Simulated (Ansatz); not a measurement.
A plane-wave DFT run in Ansatz 0.2.0 (scalar-relativistic PAW potentials unless the input names others): input and command.

```yaml
crystal:
  lattice:
    - [3.8711427836, 0.0, 0.0]
    - [-1.9355713918, 3.3525079923, 0.0]
    - [0.0, 0.0, 5.0765865286]
  atoms:
    - { symbol: H, position: [0.3333333333, 0.6666666667, 0.1760596972] }
    - { symbol: H, position: [0.6666666667, 0.3333333333, 0.6760596972] }
    - { symbol: H, position: [0.6666666667, 0.3333333333, 0.8239403028] }
    - { symbol: H, position: [0.3333333333, 0.6666666667, 0.3239403028] }
basis:
  ecutwfc: 420
kpoints:
  mp_grid: { grid: [9, 8, 7] }
hamiltonian:
  xc: pbe
scf:
  occupations: { method: gaussian, width: 0.02 }
  max_iter: 50
output:
  forces: true
  eigenvalues: true
  stress: true
```

```bash
ansatz run input.yaml --threads 1 --pin off --max-ram 2560MiB --backend cpu --events-out ev --progress --plain --runs-dir out
```

Abridged log:
```
Warning: crystal.symmetry: narrowed to the stabiliser of the k-point mesh — unitary ops 24 → 4; excluded 20 operations that carry a point of the 9×8×7 mesh (shift [0, 0, 0]) off the mesh (the run samples exactly the mesh kpoints.mp_grid names, as under crystal.symmetry.detect: false, and its converged state has the mesh's symmetry, not the crystal's; ε∞, the Born charges and the force constants of a linear response (`dielectric:` by the response, `phonons.method: dfpt`) are averaged over those of the crystal's operations that the state keeps within a tolerance, where `mesh_tensors`, `unaverage ...
Basis set: ecut = 420 eV, 1277 PW (Γ), exchange–correlation on 54×54×72 points (8 copies of the dense FFT grid, shifted against one another)
Bands: 6, of which v1, the nominal top of the filled ones, is band 2 counted from 1 (1 counted from 0)
Symmetry: 4 space group operations
k-points: 148 of 504
SCF iter   1: F=—  HF=-63.521393 eV  |F-HF|=—  |Δ(HF+E_count)|=         —  Δρ=4.40e-4  dr2=1.45e-4  ethr=1.77e-3  ⟨swp⟩=3.8  Hψ=7189  notcnv=0
SCF iter   2: F=—  HF=-63.521435 eV  |F-HF|=—  |Δ(HF+E_count)|=   4.15e-5  Δρ=2.14e-4  dr2=2.45e-5  ethr=3.62e-6  ⟨swp⟩=2.0  Hψ=2958  notcnv=0
SCF iter   3: F=—  HF=-63.521530 eV  |F-HF|=—  |Δ(HF+E_count)|=   9.50e-5  Δρ=5.50e-5  dr2=1.46e-6  ethr=6.13e-7  ⟨swp⟩=2.1  Hψ=1770  notcnv=0
SCF iter   4: F=-63.521540 eV  HF=-63.521540 eV  |F-HF|=8.14e-9  |Δ(HF+E_count)|=   1.01e-5  Δρ=4.00e-6  dr2=3.89e-9  ethr=3.65e-8  ⟨swp⟩=2.0  Hψ=1184  notcnv=0
SCF iter   5: F=-63.521540 eV  HF=-63.521540 eV  |F-HF|=6.82e-11  |Δ(HF+E_count)|=   9.22e-9  Δρ=2.42e-7  dr2=2.51e-11  ethr=9.72e-11  ⟨swp⟩=2.0  Hψ=1184  notcnv=0
SCF iter   6: F=-63.521540 eV  HF=-63.521540 eV  |F-HF|=2.74e-12  |Δ(HF+E_count)|=  7.12e-11  Δρ=2.30e-8  dr2=1.88e-13  ethr=1.00e-12  ⟨swp⟩=1.0  Hψ=2463  notcnv=0
SCF 1 converged in 6 iterations: F = -63.521540 eV  dr2 = 1.88e-13
SCF converged after 6 iterations
Free energy (F): -63.521540 eV
Harris-Foulkes:  -63.521540 eV  (|F-HF|=2.74e-12)
Internal energy: -63.521540 eV  (E = F + TS)
E sigma→0 (E₀):  -63.521540 eV
Fermi energy:    -4.108401 eV
--- Forces (eV/Å), atoms counted from 1 ---
  atom   1  H      0.00000010    -0.00000152    -0.00046400
  atom   2  H     -0.00000010     0.00000152    -0.00046400
  atom   3  H     -0.00000010     0.00000152     0.00046400
  atom   4  H      0.00000010    -0.00000152     0.00046400
--- Stress (GPa, compression-positive) ---
        0.016090       0.000195       0.000000
        0.000195       0.016097       0.000000
        0.000000       0.000000       0.019108
  P = ⅓ Tr σ = 0.0171 GPa (0.171 kbar)
```

One setting here is unusual or wrong in general: a mesh that breaks the symmetry (kpoints.mp_grid.grid: [9, 9, 6] → [9, 8, 7]). For this cell it did little harm to the result: the run converged in 6 SCF iterations with an energy at zero smearing within 0.01 meV/atom of the reference's, pressure 0.02 GPa, largest force 0.000 eV/Å, gap on the mesh 9.32 eV. The program drops the symmetry operations that the mesh breaks, which leaves more k-points to solve, 148 here. A reference run from the same start on usual settings converged with pressure 0.02 GPa, largest force 0.001 eV/Å, gap on the mesh 9.32 eV.

Time: 3.3 s on 1 thread of Arm Neoverse V1, on a shared host, peak memory 0.32 GiB.